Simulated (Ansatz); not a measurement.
# ZnSe (P4/nmm) in Ansatz: notebook

One crystal, ZnSe, is run at these levels: HSE06 form with a typed share of exact exchange; tasks: single point.

Everything below comes from runs of Ansatz 0.2.0. Logs are shortened: lines on timing, memory, paths and dates and some standing lists are left out, and cuts for length are marked.

### Step 1. The crystal as given

It takes space group P4/nmm (No. 129, tetragonal). Conventional cell: a = 4.108 Å, b = 4.108 Å, c = 6.070 Å, α = 90.00°, β = 90.00°, γ = 90.00°. Around Se (site symmetry 4mm) lie 4 Zn at 2.54 Å. Zn (site symmetry -4m2) has 4 Se at 2.54 Å and 4 Zn at 2.90 Å as nearest neighbours.

Measurements of this composition are mostly on another form, of space group No. 216.

### Step 2. Single point, HSE06 form with a typed share of exact exchange

Contents of input:

```
crystal:
  lattice:
    - [4.107702, 0.0, 0.0]
    - [0.0, 4.107702, 0.0]
    - [0.0, 0.0, 6.07035]
  atoms:
    - { symbol: Se, position: [0.5, 0.0, 0.75372] }
    - { symbol: Se, position: [0.0, 0.5, 0.24628] }
    - { symbol: Zn, position: [0.5, 0.5, 0.0] }
    - { symbol: Zn, position: [0.0, 0.0, 0.0] }
hamiltonian:
  xc: { exchange: pbe, correlation: pbe, exx: { coeff: 0.15, omega: 0.2 } }
  pseudopotentials: { kind: paw }
kpoints:
  mp_grid: { grid: [4, 4, 3] }
scf:
  occupations: { method: fermi_dirac, width: 0.05 }
output:
  forces: true
  stress: true
  eigenvalues: true
```

Potentials or basis: Ansatz PAW.

Output:

```text
Warning: output.stress: scf.convergence.dr2_threshold = 1e-7 eV (the SCF's general default) is looser than the 4e-10 eV advised for a printed stress (1e-10 eV for each atom of the cell: 4). What an SCF threshold leaves in a stress goes as its square root, and in the free energy as the threshold itself, and one threshold admits the most on a small cell: of the crystals measured, under no hybrid functional and no lock of the moments, on runs that ended without the residual-converged pass, on stresses that held no estimate of that error, the worst erred by over 100 MPa in a component at 1e-7 eV an atom and by under 5 at 1e-10. Set scf.convergence.dr2_threshold to 4e-10 eV or tighter. The threshold is an SCF's pass mark: one that does not reach it within its budget of iterations ends unconverged, or closes short of it on a stop that the run arms, and scf.convergence.dr2_threshold's page says what that costs each kind of run
Warning: output.stress: scf.exx.energy_threshold = 1e-6 eV is looser than the 4e-8 eV advised for a stress under a hybrid functional (1e-8 eV for each atom of the cell: 4). Every SCF of the exchange loop can meet its threshold on dr2 while the loop round them stops early: no threshold on dr2 bounds what that leaves in the stress. Set scf.exx.energy_threshold to 4e-8 eV or tighter. The threshold is the loop's pass mark: a loop that does not reach it within its budget of cycles ends unconverged, and scf.exx.energy_threshold's page has the law
GPUs: using 1 of 1 available (devices: 1).
Engine: ansatz 0.2.0, x86_64-unknown-linux-gnu
Pseudopotentials: kind: paw
Pseudopotential: Se, paw, valence charge 16, recommended cutoff 420 eV (normal), Se.paw.azcp
Pseudopotential: Zn, paw, valence charge 12, recommended cutoff 420 eV (normal), Zn.paw.azcp
Functional definition: unnamed
  parameter a_1 = 0.15
  parameter omega_1 = 0.2/angstrom
  exchange = pbe_x + (-a_1)*pbe_x_sr(omega_1) + a_1*exact_x_sr(omega_1)
  correlation = pbe_c
device memory: the entry about to start is reckoned to put 1.0 GiB on a device that reports 61.0 GiB free (of which the cap on the GPU budget leaves the run 18.0 GiB)
GPU FFT provider: cuFFT
GPU libraries: cuBLAS 13.8.2, cuFFT 12.4.0, cuSOLVER 12.3.4
Crystal: 4 atoms, lattice volume = 102.426 Å³
Basis set: ecut = 420 eV, 1989 PW (Γ), exchange–correlation on 60×60×90 points (8 copies of the dense FFT grid, shifted against one another)
Bands: 34, of which v1, the nominal top of the filled ones, is band 28 counted from 1 (27 counted from 0)
Symmetry: 16 space group operations
Space group: P4/nmm (ITA 129), of the structure as read, at distance tolerance 4.7e-5 Å
k-points: 12 of 48
Non-local potential: Se, projectors of the file, l = 0: 2, l = 1: 2, l = 2: 3, l = 3: 1
Non-local potential: Zn, projectors of the file, l = 0: 2, l = 1: 2, l = 2: 3, l = 3: 1
PAW form: soft (Blöchl's): semilocal exchange-correlation on the pseudo side does not see the compensation charge
PAW frozen core: Se, regenerated for the run's functional, and the local potential with it (the file was generated under x = pbe(κ = 0.804, μ = 0.2195149727645171), c = pbe(β = 0.06672455060314922))
PAW frozen core: Zn, regenerated for the run's functional, and the local potential with it (the file was generated under x = pbe(κ = 0.804, μ = 0.2195149727645171), c = pbe(β = 0.06672455060314922))
PAW one-centre angular grid: Se, 590 points (default); XC on 64 Gauss nodes
PAW one-centre angular grid: Zn, 590 points (default); XC on 64 Gauss nodes
Initial density: superposition of atomic densities (neutral atoms: chi_scale 0, normalization atom), corrected by the library's trained network
Initial wavefunctions: pseudopotential atomic-orbital guess
GPU buffer pool allocated for 40500 grid points (all kernels)
GPU transforms: local potential and band sums: pruned to the plane-wave sphere, on 27×27×45
Functional: x = pbe(κ = 0.804, μ = 0.2195149727645171), c = pbe(β = 0.06672455060314922), warm-up for x = pbe(κ = 0.804, μ = 0.2195149727645171) + 0.15 (exact − pbe) at short range (hse, ω = 0.2 Å⁻¹), c = pbe(β = 0.06672455060314922)
SCF iter   1: F=—  HF=-17578.393295 eV  |F-HF|=—  |Δ(HF+E_count)|=         —  Δρ=2.13e-3  dr2=8.69e-3  ethr=1.77e-3  ⟨swp⟩=9.2  Hψ=1762  notcnv=0
preconditioner: auto → none  [insulator: Δε(μ)=1.969 eV  Ē_g=10.811 eV  σ=0.050 eV  W_gap=1.00  n_scr=28 (ndim 8)  ℏωp=22.0 eV  f_vac=0.223  D(μ)=0.00/eV (n_scr^D=0)]
SCF iter   2: F=—  HF=-17578.392019 eV  |F-HF|=—  |Δ(HF+E_count)|=   1.28e-3  Δρ=8.72e-4  dr2=2.12e-3  ethr=1.55e-5  ⟨swp⟩=5.8  Hψ=1132  notcnv=0  defer=2
iter 3 solved again at ethr=1.86e-7 eV; its pass at ethr=3.79e-6 eV (dr2=1.04e-4 eV) is discarded
SCF iter   3: F=-17578.391626 eV  HF=-17578.391598 eV  |F-HF|=2.81e-5  |Δ(HF+E_count)|=   4.22e-4  Δρ=3.29e-4  dr2=1.07e-4  ethr=1.86e-7  ⟨swp⟩=3.8  Hψ=1697  notcnv=0
SCF 1 stopped early in 3 iterations: F = -17578.391626 eV  dr2 = 1.07e-4
device memory: the entry about to start is reckoned to put 1.6 GiB on a device that reports 60.5 GiB free (of which the cap on the GPU budget leaves the run 18.0 GiB)
GPU FFT provider: cuFFT
GPU libraries: cuBLAS 13.8.2, cuFFT 12.4.0, cuSOLVER 12.3.4
Initial density: handed on by an earlier stage of this run
Initial wavefunctions: those handed on with the density
GPU buffer pool allocated for 40500 grid points (all kernels)
GPU transforms: local potential and band sums: pruned to the plane-wave sphere, on 27×27×45
Functional: x = pbe(κ = 0.804, μ = 0.2195149727645171) + 0.15 (exact − pbe) at short range (hse, ω = 0.2 Å⁻¹), c = pbe(β = 0.06672455060314922)
Exchange kernel: α = 0.1500, screened, ω = 0.2000 Å⁻¹, Wigner–Seitz truncation, v(0) = 1119.2947 eV·Å³, q-mesh 4×4×3, nearest image of the exchange supercell L = 16.43 Å, pair-density grid 20×20×27, without the augmentation charges, whose exchange is taken in its separable form by FFT convolution over the k-point mesh (sized by the pseudopotential files, 30×30×45 at the most), smooth part of the exact exchange by density-matrix convolution in up to 2.65 GiB of GPU memory as planned if the GPU has room (build and FFT work areas not counted)
Frozen-core exchange: fock
SCF iter   1: F=—  HF=-17580.282217 eV  |F-HF|=—  |Δ(HF+E_count)|=         —  Δρ=1.22e-2  dr2=7.85e-2  ethr=1.91e-6  ⟨swp⟩=6.3  Hψ=1885  notcnv=0
preconditioner: auto → none  [insulator: Δε(μ)=2.556 eV  Ē_g=12.313 eV  σ=0.050 eV  W_gap=1.00  n_scr=28 (ndim 8)  ℏωp=22.0 eV  f_vac=0.221  D(μ)=0.00/eV (n_scr^D=0)]
SCF iter   2: F=—  HF=-17580.258820 eV  |F-HF|=—  |Δ(HF+E_count)|=   2.34e-2  Δρ=1.95e-3  dr2=4.23e-3  ethr=1.91e-6  ⟨swp⟩=5.0  Hψ=1629  notcnv=0
SCF iter   3: F=—  HF=-17580.258919 eV  |F-HF|=—  |Δ(HF+E_count)|=   9.91e-5  Δρ=2.48e-3  dr2=2.86e-3  ethr=1.91e-6  ⟨swp⟩=4.2  Hψ=1262  notcnv=0
SCF iter   4: F=—  HF=-17580.258624 eV  |F-HF|=—  |Δ(HF+E_count)|=   2.94e-4  Δρ=9.06e-4  dr2=4.76e-4  ethr=1.91e-6  ⟨swp⟩=3.3  Hψ=904  notcnv=0
SCF iter   5: F=—  HF=-17580.258661 eV  |F-HF|=—  |Δ(HF+E_count)|=   3.65e-5  Δρ=2.41e-4  dr2=1.55e-4  ethr=5.99e-7  ⟨swp⟩=3.0  Hψ=791  notcnv=0
SCF iter   6: F=—  HF=-17580.259088 eV  |F-HF|=—  |Δ(HF+E_count)|=   4.27e-4  Δρ=3.11e-4  dr2=5.51e-5  ethr=2.40e-7  ⟨swp⟩=4.0  Hψ=998  notcnv=0
SCF iter   7: F=-17580.259057 eV  HF=-17580.259057 eV  |F-HF|=2.36e-7  |Δ(HF+E_count)|=   3.01e-5  Δρ=1.85e-5  dr2=6.72e-7  ethr=9.78e-8  ⟨swp⟩=4.0  Hψ=1029  notcnv=0
SCF 2 stopped early in 7 iterations: F = -17580.259057 eV  dr2 = 6.72e-7
  Residual-converged pass: ⟨swp⟩=3.8  Hψ=1274  notcnv=0  max |occ|·‖R‖ = 5.9e-6 eV (tolerance 6.7e-6 eV)  dr2=7.78e-7  dr2_onsite=1.15e-7  max |Δocc| = 5.4e-16
hybrid outer 1: dexx = +5.495e-3 eV, tail = 2.37e-5 eV
GPU FFT provider: cuFFT
GPU libraries: cuBLAS 13.8.2, cuFFT 12.4.0, cuSOLVER 12.3.4
GPU buffer pool allocated for 40500 grid points (all kernels)
GPU transforms: local potential and band sums: pruned to the plane-wave sphere, on 27×27×45
Exchange kernel: α = 0.1500, screened, ω = 0.2000 Å⁻¹, Wigner–Seitz truncation, v(0) = 1119.2947 eV·Å³, q-mesh 4×4×3, nearest image of the exchange supercell L = 16.43 Å, pair-density grid 20×20×27, without the augmentation charges, whose exchange is taken in its separable form by FFT convolution over the k-point mesh (sized by the pseudopotential files, 30×30×45 at the most), smooth part of the exact exchange by density-matrix convolution in up to 2.65 GiB of GPU memory as planned if the GPU has room (build and FFT work areas not counted)
Frozen-core exchange: fock
SCF iter   1: F=—  HF=-17580.258923 eV  |F-HF|=—  |Δ(HF+E_count)|=         —  Δρ=3.37e-5  dr2=7.16e-7  ethr=2.12e-7  ⟨swp⟩=5.5  Hψ=930  notcnv=0
preconditioner: auto → none  [insulator: Δε(μ)=2.550 eV  Ē_g=12.160 eV  σ=0.050 eV  W_gap=1.00  n_scr=28 (ndim 8)  ℏωp=22.0 eV  f_vac=0.223  D(μ)=0.00/eV (n_scr^D=0)]
SCF iter   2: F=—  HF=-17580.258923 eV  |F-HF|=—  |Δ(HF+E_count)|=   1.56e-7  Δρ=1.23e-5  dr2=9.05e-8  ethr=1.23e-9  ⟨swp⟩=4.0  Hψ=1336  notcnv=0
SCF iter   3: F=—  HF=-17580.258923 eV  |F-HF|=—  |Δ(HF+E_count)|=   4.71e-9  Δρ=2.57e-6  dr2=2.83e-8  ethr=1.10e-10  ⟨swp⟩=3.0  Hψ=895  notcnv=0
SCF iter   4: F=—  HF=-17580.258924 eV  |F-HF|=—  |Δ(HF+E_count)|=   1.44e-7  Δρ=3.39e-6  dr2=1.12e-8  ethr=8.93e-12  ⟨swp⟩=5.2  Hψ=1414  notcnv=0
SCF iter   5: F=-17580.258924 eV  HF=-17580.258924 eV  |F-HF|=4.11e-10  |Δ(HF+E_count)|=   3.02e-9  Δρ=6.90e-7  dr2=3.78e-10  ethr=8.93e-12  ⟨swp⟩=3.8  Hψ=912  notcnv=0
SCF 3 converged in 5 iterations: F = -17580.258924 eV  dr2 = 3.78e-10
  Residual-converged pass: ⟨swp⟩=4.0  Hψ=990  notcnv=0  max |occ|·‖R‖ = 6.2e-7 eV (tolerance 6.3e-7 eV)  dr2=3.32e-10  dr2_onsite=4.21e-10  max |Δocc| = 1.1e-21
hybrid outer 2: dexx = +1.483e-7 eV, tail = 4.93e-9 eV, Δε = 2.87e-3 eV (about 6.79e-5 eV left of the loop's levels), ΔF = 6.41e-3 eV/Å (tail 6.60e-4)
hybrid SCF converged: 2 outer / 12 inner (+3 warm-up), last move |dexx| = 1.48e-7 eV, tail = 4.93e-9 eV
Stability not checked: this state was not tested for a lower state beside it, because the functional holds exact exchange (a hybrid, or Hartree-Fock), whose exchange loop this test does not read (fock_operator; see scf.lower_state_search)
Free energy (F): -17580.258924 eV
Frozen-core exchange: fock
Harris-Foulkes:  -17580.258924 eV  (|F-HF|=4.11e-10)
Internal energy: -17580.258924 eV  (E = F + TS)
E sigma→0 (E₀):  -17580.258924 eV
Fermi energy:    6.153678 eV
--- Per-component energies (eV) ---
  E_band       = -931.232481
  E_kinetic    = 496.046343
  E_local      = -9984.491089  (includes V_loc(G=0)·N_el)
  E_nonlocal   = 43.485029
  E_hartree    = 4637.126458
  E_xc         = -422.329912
  E_vxc        = -262.257390  (∫ρ·V_xc dr)
  E_exx        = -132.249083  (= α·E_x^exact, valence–valence)
  E_paw        = -7411.238674  (= ΣΔE_a)
  E_vpaw       = -233.768557  (= ΣTr[D̂ρ^β])
  E_aug_tail   = -0.001934  (compensation charges beyond the density's cutoff)
  E_ewald      = -4806.106178
  E_core_change = -0.499886  (= ΣΔE_core)
  E_smearing   = -0.000000  (= −TS)
  E_closure    = 0.000003  (closes the sum)
  Σ components = -17580.258924   (vs F -17580.258924, Δ=-3.64e-12)
--- Forces (eV/Å), atoms counted from 1 ---
  atom   1  Se    -0.00000000     0.00000000     0.27853466
  atom   2  Se     0.00000000     0.00000000    -0.27853466
  atom   3  Zn     0.00000000     0.00000000     0.00000000
  atom   4  Zn     0.00000000     0.00000000     0.00000000
  max |Σ_I F_I| component: 5.55e-17 eV/Å
--- Stress (GPa, compression-positive) ---
       -0.428108       0.000000       0.000000
        0.000000      -0.428108       0.000000
        0.000000       0.000000      -1.120620
  P = ⅓ Tr σ = -0.6589 GPa (-6.589 kbar)
--- Band table (eV; the first three rows and the last of 12) ---
  k-point 0: bands = ["-43.9302", "-43.9302", "-43.9301", "-43.9301", "-43.9280", "-43.9279", "-43.9263", "-43.9263", "-43.9227", "-43.9227", "-8.6865", "-7.7206", "-2.9387", "-2.8569", "-2.8320", "-2.8320", "-2.7256", "-2.4641", "-2.4641", "-2.3444", "-2.2920", "-2.0755", "0.5777", "2.6485", "2.6485", "4.8550", "4.8550", "4.8558", "7.4062", "7.4823", "8.4237", "11.3034", "11.4101", "11.4101"]
  k-point 1: bands = ["-43.9302", "-43.9302", "-43.9301", "-43.9301", "-43.9280", "-43.9279", "-43.9263", "-43.9263", "-43.9227", "-43.9227", "-8.5929", "-7.8446", "-2.9388", "-2.8376", "-2.8349", "-2.8349", "-2.7739", "-2.4638", "-2.4638", "-2.3434", "-2.2921", "-2.0755", "0.9037", "2.7576", "2.7576", "3.9480", "4.6443", "4.6443", "7.5645", "8.5535", "8.8800", "10.8727", "11.8527", "11.8527"]
  k-point 2: bands = ["-43.9302", "-43.9302", "-43.9301", "-43.9301", "-43.9280", "-43.9279", "-43.9263", "-43.9263", "-43.9227", "-43.9227", "-8.4377", "-7.7300", "-2.8759", "-2.7675", "-2.7486", "-2.7375", "-2.7117", "-2.5243", "-2.3885", "-2.3660", "-2.3354", "-2.2466", "0.5848", "1.1008", "3.1078", "3.4772", "4.3298", "4.7001", "8.2063", "8.6865", "10.3640", "11.6394", "11.8072", "11.9437"]
  k-point 11: bands = ["-43.9302", "-43.9302", "-43.9302", "-43.9302", "-43.9279", "-43.9279", "-43.9261", "-43.9261", "-43.9227", "-43.9227", "-7.6867", "-7.6867", "-2.9016", "-2.9016", "-2.5717", "-2.5717", "-2.4270", "-2.4270", "-2.4161", "-2.4161", "-2.3756", "-2.3756", "0.4728", "0.4728", "2.4537", "2.4537", "2.4838", "2.4838", "9.6640", "9.6640", "10.0119", "10.0119", "14.2822", "14.2822"]
```

It took 17 s on 1 × NVIDIA H100 80GB HBM3 with 2 threads of AMD EPYC 7R13 (Zen 3), shared host; peak memory 2.1 GiB.

What came out:

```yaml
Free_energy: -17580.2589 eV
Pressure: -0.7 GPa
Largest_force: 0.279 eV/Å
Band_gap_on_the_k_mesh: 2.55 eV, direct
```

Forces in eV/Å, atoms in the order of the input:
```
Se   0.000  0.000  0.279
Se   0.000  0.000 -0.279
Zn   0.000  0.000  0.000
Zn   0.000  0.000  0.000
```

Levels at points of the mesh, in eV from the valence-band top:
```tsv
k point	band 25	band 26	band 27	band 28	band 29	band 30	band 31	band 32
(0.00, 0.00, 0.00)	-2.21	0.00	0.00	0.00	2.55	2.63	3.57	6.45
(0.00, -0.50, 0.00)	-1.57	-1.57	-0.80	-0.80	4.17	4.17	6.59	6.59
(-0.50, -0.50, 0.00)	-2.22	-2.22	-2.08	-2.08	3.96	3.96	4.24	4.24
```

Caveat: odd divisions of the mesh miss points on the zone boundary, where band edges often lie, so the gap on the mesh can be too wide; the PAW data sets come from PBE, with cores solved anew for the run's functional, which leaves a small shift of forces and pressure; the thresholds are loose for stress.

### Step 3. Single point, HSE06 form with a typed share of exact exchange

Changes to input since step 2:

```diff
@@ -11,3 +11,3 @@
 hamiltonian:
-  xc: { exchange: pbe, correlation: pbe, exx: { coeff: 0.15, omega: 0.2 } }
+  xc: { exchange: pbe, correlation: pbe, exx: { coeff: 0.2, omega: 0.2 } }
   pseudopotentials: { kind: paw }
@@ -21 +21,5 @@
   eigenvalues: true
+  write_density: true
+  write_potential: true
+  elf: true
+  volumetric_format: npy
```

Potentials or basis: Ansatz PAW.

It took 16 s on 1 × NVIDIA H100 80GB HBM3 with 2 threads of AMD EPYC 7R13 (Zen 3), shared host; peak memory 2.1 GiB.

It converged, with:

```yaml
Free_energy: -17580.9190 eV
Pressure: -0.8 GPa
Largest_force: 0.337 eV/Å
Band_gap_on_the_k_mesh: 2.75 eV, direct
```

Forces on the atoms (eV/Å):
```
Se   0.000  0.000  0.337
Se   0.000  0.000 -0.337
Zn   0.000  0.000  0.000
Zn   0.000  0.000  0.000
```

Stress tensor (GPa, compression positive):
```
-0.56  0.00  0.00
 0.00 -0.56  0.00
 0.00  0.00 -1.41
```

Levels at points of the mesh, in eV from the valence-band top:
```
             k point  band 24  band 25  band 26  band 27  band 28  band 29  band 30  band 31  band 32  band 33
  (0.00, 0.00, 0.00)    -2.24    -2.24    -0.01    -0.01     0.00     2.75     2.86     3.74     6.67     6.78
 (0.00, -0.50, 0.00)    -4.65    -1.59    -1.59    -0.82    -0.82     4.40     4.40     6.80     6.80     7.48
(-0.50, -0.50, 0.00)    -4.58    -2.24    -2.24    -2.11    -2.11     4.12     4.12     4.45     4.45    11.47
```

Caveat: odd divisions of the mesh miss points on the zone boundary, where band edges often lie, so the gap on the mesh can be too wide; the PAW data sets come from PBE, with cores solved anew for the run's functional, which leaves a small shift of forces and pressure; the thresholds are loose for stress. A k mesh can miss the band edges.
